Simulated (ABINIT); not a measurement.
# Bi (Im-3m) in ABINIT: settings compared

The runs below take Bi through equation of state, with RPBE+D3, LDA, PBE, PW91, BLYP+D3.

All numbers are computed with ABINIT 10.8.3 (patched build); they aren't measurements. Logs are shortened: lines on timing, memory, paths and dates and some standing lists are left out, and cuts for length are marked. The log counts tension as positive stress, the text compression.

**1. The structure**

It takes space group Im-3m (No. 229, cubic). Conventional cell: a = 3.963 Å, b = 3.963 Å, c = 3.963 Å, α = 90.00°, β = 90.00°, γ = 90.00°. Around Bi (site symmetry m-3m) lie 8 Bi at 3.43 Å.

This isn't the form of Bi at room conditions, which is rhombohedral.

**2. Equation of state, RPBE+D3**

File run.py:

```python
import json, os
import numpy as np
from ase.eos import EquationOfState
from ase.units import GPa
from ase.calculators.mixing import SumCalculator
from dftd3.ase import DFTD3
from ase.calculators.abinit import Abinit, AbinitProfile
from ase import Atoms

atoms = Atoms(['Bi'],
              cell=[[-1.9814305318, 1.9814305318, 1.9814305318], [1.9814305318, -1.9814305318, 1.9814305318], [1.9814305318, 1.9814305318, -1.9814305318]],
              scaled_positions=[[0.0, 0.0, 0.0]],
              pbc=True)

profile = AbinitProfile(command='abinit', pp_paths=[os.path.abspath('pseudos')])
params = dict(
    pps='pawxml', xc='PBE',
    ecut=598.6505,
    pawecutdg=1197.301,
    kptopt=1,
    ngkpt=[9, 9, 9],
    nshiftk=1,
    shiftk=[0.0, 0.0, 0.0],
    ixc=15,
    nband=12,
    occopt=3,
    tsmear=0.05,
    nstep=100,
    tolvrs=1e-09,
    prtwf=0,
    prtden=0,
)

cell0 = atoms.cell.copy()
volumes, energies = [], []
for i, x in enumerate([0.94, 0.96, 0.98, 1.0, 1.02, 1.04, 1.06]):
    atoms.set_cell(cell0 * x ** (1 / 3), scale_atoms=True)
    atoms.calc = SumCalculator([Abinit(profile=profile, directory=f'v{i}', **params), DFTD3(method='rpbe', damping='d3zero')])
    volumes.append(atoms.get_volume() / len(atoms))
    dft, disp = atoms.calc.mixer.calcs
    energies.append((dft.get_property('free_energy', atoms) + disp.get_property('energy', atoms)) / len(atoms))
    print(f'{x:5.2f} {volumes[-1]:10.5f} A^3/atom {energies[-1]:14.6f} eV/atom', flush=True)
    json.dump(dict(volumes=volumes, energies=energies), open('results.json', 'w'))
v0, e0, b0 = EquationOfState(volumes, energies, eos='vinet').fit()
print(f'V0 {v0:.4f} A^3/atom  E0 {e0:.6f} eV/atom  B0 {b0 / GPa:.2f} GPa')
```

Potentials or basis: JTH PAW PBE v2.0.

Command:

```bash
$ python run.py
```

Standard output:

```text
0.94   29.24990 A^3/atom   -1962.114311 eV/atom
 0.96   29.87224 A^3/atom   -1962.130879 eV/atom
 0.98   30.49458 A^3/atom   -1962.142200 eV/atom
 1.00   31.11692 A^3/atom   -1962.149197 eV/atom
 1.02   31.73925 A^3/atom   -1962.152389 eV/atom
 1.04   32.36159 A^3/atom   -1962.151589 eV/atom
 1.06   32.98393 A^3/atom   -1962.147272 eV/atom
V0 31.9156 A^3/atom  E0 -1962.152458 eV/atom  B0 48.39 GPa
```

abinit.in:

```text
ecut 598.6505 eV
ixc 15
kptopt 1
natom 1
nband 12
ngkpt
9 9 9
nshiftk 1
nsppol 1
nstep 100
occopt 3
pawecutdg 1197.301 eV
prtden 0
prtwf 0
shiftk
0.0 0.0 0.0
tolvrs 1e-09
tsmear 0.05 eV
#Definition of the unit cell
acell
1.00000000000000 1.00000000000000 1.00000000000000 Angstrom
rprim
-2.02029197696215 2.02029197696215 2.02029197696215
2.02029197696215 -2.02029197696215 2.02029197696215
2.02029197696215 2.02029197696215 -2.02029197696215
chkprim 0 # Allow non-primitive cells
#Definition of the atom types
ntypat 1
znucl 83
#Enumerate different atomic species
typat
 1
pseudos "./pseudos/Bi.GGA_PBE-JTH.xml"
#Definition of the atoms
xcart
0.00000000000000 0.00000000000000 0.00000000000000
chkexit 1 # abinit.exit file in the running directory terminates after the current SCF
```

abinit.abo:

```text
.Version 10.8.3 of ABINIT
 Symmetries : space group Im -3 m (#229); Bravais cI (body-center cubic)
================================================================================
 Values of the parameters that define the memory need of the present run
     intxc =       0    ionmov =       0      iscf =      17    lmnmax =      18
     lnmax =       6     mgfft =      30  mpssoang =       3    mqgrid =    3001
     natom =       1  nloc_mem =       2    nspden =       1   nspinor =       1
    nsppol =       1      nsym =      48    n1xccc =       1    ntypat =       1
    occopt =       3   xclevel =       2
       mpw =        1118          nfft =       27000          nkpt =          35
 PAW method is used; the additional fine FFT grid is defined by:
   mgfftf=        40    nfftf =     64000
================================================================================
================================================================================

--------------------------------------------------------------------------------
------------- Echo of variables that govern the present computation ------------
--------------------------------------------------------------------------------
 -outvars: echo values of preprocessed input variables --------
            acell      1.8897261259E+00  1.8897261259E+00  1.8897261259E+00 Bohr
              amu      2.08980370E+02
          chkexit           1
          chkprim           0
             ecut      2.20000001E+01 Hartree
              ixc          15
         kptrlatt        9    0    0      0    9    0      0    0    9
          kptrlen      5.95135893E+01
            natom           1
            nband          12
            ngfft          30      30      30
          ngfftdg          40      40      40
             nkpt          35
            nstep         100
             nsym          48
           ntypat           1
           occopt           3
        pawecutdg      4.40000002E+01 Hartree
         pawxcdev           0
           prtden           0
            prtwf           0
            rprim     -2.0202919770E+00  2.0202919770E+00  2.0202919770E+00
                       2.0202919770E+00 -2.0202919770E+00  2.0202919770E+00
[... 139 lines left out ...]
  -0.57902   -0.57902   -0.57902   -0.57528   -0.57528   -0.21395    0.44263    0.44263
   0.44263    0.57632    0.65336    0.65336
      occupation numbers for kpt#   1
   2.00000    2.00000    2.00000    2.00000    2.00000    2.00000    0.00000    0.00000
   0.00000    0.00000    0.00000    0.00000
 prteigrs : prtvol=0 or 1, do not print more k-points.

--- !EnergyTerms
iteration_state     : {dtset: 1, }
comment             : Components of total free energy in Hartree
kinetic             :  4.61325585252376E+00
hartree             :  1.81586068821493E+01
xc                  : -2.52403180719172E+00
Ewald energy        : -5.36190896093647E+01
psp_core            :  1.88449967229762E+00
local_psp           : -6.05978831784739E+01
PAW spherical_terms :  1.99930295064263E+01
internal            : -7.20916126816334E+01
'-kT*entropy'       : -1.82533942581802E-04
total_energy        : -7.20917952155760E+01
total_energy_eV     : -1.96171768477720E+03
...

--- !EnergyTermsDC
iteration_state     : {dtset: 1, }
comment             : '"Double-counting" decomposition of free energy'
band_energy         : -5.45586692462318E+00
Ewald energy        : -5.36190896093647E+01
psp_core            :  1.88449967229762E+00
xc_dc               : -1.78527453138299E+01
PAW spherical_terms :  2.95158728642429E+00
internal            : -7.20916148890959E+01
'-kT*entropy'       : -1.82533942581802E-04
total_energy_dc     : -7.20917974230384E+01
total_energy_dc_eV  : -1.96171774484532E+03
...

--- !EnergyTermsWithPAWCore
iteration_state     : {dtset: 1, }
comment             : 'Components of total free energy, including PAW core contributions'
Total energy        : -2.15314828235326E+04
Total energy DC     : -2.15314828257401E+04
Total energy (eV)   : -5.85901495559851E+05
Total energy DC (eV): -5.85901495619919E+05
...

 Cartesian components of stress tensor (hartree/bohr^3)
  sigma(1 1)=  2.41369546E-05  sigma(3 2)=  0.00000000E+00
  sigma(2 2)=  2.41369546E-05  sigma(3 1)=  0.00000000E+00
  sigma(3 3)=  2.41369546E-05  sigma(2 1)=  0.00000000E+00

-Cartesian components of stress tensor (GPa)         [Pressure= -7.1013E-01 GPa]
- sigma(1 1)=  7.10133722E-01  sigma(3 2)=  0.00000000E+00
- sigma(2 2)=  7.10133722E-01  sigma(3 1)=  0.00000000E+00
- sigma(3 3)=  7.10133722E-01  sigma(2 1)=  0.00000000E+00

== END DATASET(S) ==============================================================
================================================================================

 -outvars: echo values of variables after computation  --------
            acell      1.8897261259E+00  1.8897261259E+00  1.8897261259E+00 Bohr
           etotal     -7.2091797423E+01
            fcart     -0.0000000000E+00 -0.0000000000E+00 -0.0000000000E+00
            rprim     -2.0202919770E+00  2.0202919770E+00  2.0202919770E+00
                       2.0202919770E+00 -2.0202919770E+00  2.0202919770E+00
                       2.0202919770E+00  2.0202919770E+00 -2.0202919770E+00
           strten      2.4136954615E-05  2.4136954615E-05  2.4136954615E-05
                       0.0000000000E+00  0.0000000000E+00  0.0000000000E+00
 Calculation completed.
```

Run time: 2.2 min. Hardware: 1 thread of Intel Xeon at 2.70GHz, shared host; peak memory 0.11 GiB.

What came out:

```yaml
Equilibrium_volume: 31.92 Å³/atom
Bulk_modulus: 48 GPa
Pressure_derivative_of_the_bulk_modulus: "3.3 (rough: it moves with the points fitted)"
```

Energy against volume, from the lowest point:
```tsv
volume (Å³/atom)	energy (meV/atom)
29.250	38.08
29.872	21.51
30.495	10.19
31.117	3.19
31.739	0.00
32.362	0.80
32.984	5.12
```

Caveat: pressures at fixed basis lie under the slope of the energies; the log and the count of SCF iterations are those of the last ABINIT call alone; the PAW data sets were made with another functional, which shifts forces and pressure a little.

**3. Equation of state, LDA**

File run.abi:

```
# Datasets: one volume each
ndtset 7
getwfk -1
scalecart1 3*0.9795861087
scalecart2 3*0.9864848297
scalecart3 3*0.9932883884
scalecart4 3*1.0000000000
scalecart5 3*1.0066227096
scalecart6 3*1.0131594038
scalecart7 3*1.0196128224

# Pseudopotentials
pp_dirpath "./"
pseudos "Bi.LDA_PW-JTH.xml"

# Structure
acell 6.4854235633 6.4854235633 6.4854235633
rprim
    -0.5773502692     0.5773502692     0.5773502692
     0.5773502692    -0.5773502692     0.5773502692
     0.5773502692     0.5773502692    -0.5773502692
ntypat 1
znucl 83
natom 1
typat 1
xred
     0.0000000000     0.0000000000     0.0000000000

# Plane-wave basis
ecut 10.0
pawecutdg 20.0

# k points
kptopt 1
ngkpt 9 9 9
nshiftk 1
shiftk 0.0 0.0 0.0

# Exchange and correlation
ixc 7

# Bands and occupations
nband 12
occopt 3
tsmear 0.05 eV

# SCF cycle
nstep 100
tolvrs 1.0e-9

# Output
iomode 3
prtwf 1
prtden 0
prteig 0
prtebands 0
enunit 2
```

Potentials or basis: JTH PAW LDA v2.0.

Command:

```bash
$ abinit run.abi > log 2>&1
```

Wall time 26 s (1 thread of Intel Xeon at 2.70GHz, shared host); peak memory 0.1 GiB.

Results (log left out):

```yaml
Equilibrium_volume: "29.42 Å³/atom (rough: see the caveat)"
Bulk_modulus: 56 GPa (rough)
```

Energy against volume, from the lowest point:
| volume (Å³/atom) | energy (meV/atom) |
| --- | --- |
| 29.250 | 0.00 |
| 29.872 | 1.20 |
| 30.495 | 6.13 |
| 31.117 | 16.59 |
| 31.739 | 31.51 |
| 32.362 | 48.08 |
| 32.984 | 71.50 |

Caveat: the cutoff is too short for stress, so the log's stress isn't used; pressures at fixed basis lie under the slope of the energies; the fit is doubtful: noisy points or a state that changes with volume.

(Continued in part 2 of 2.)
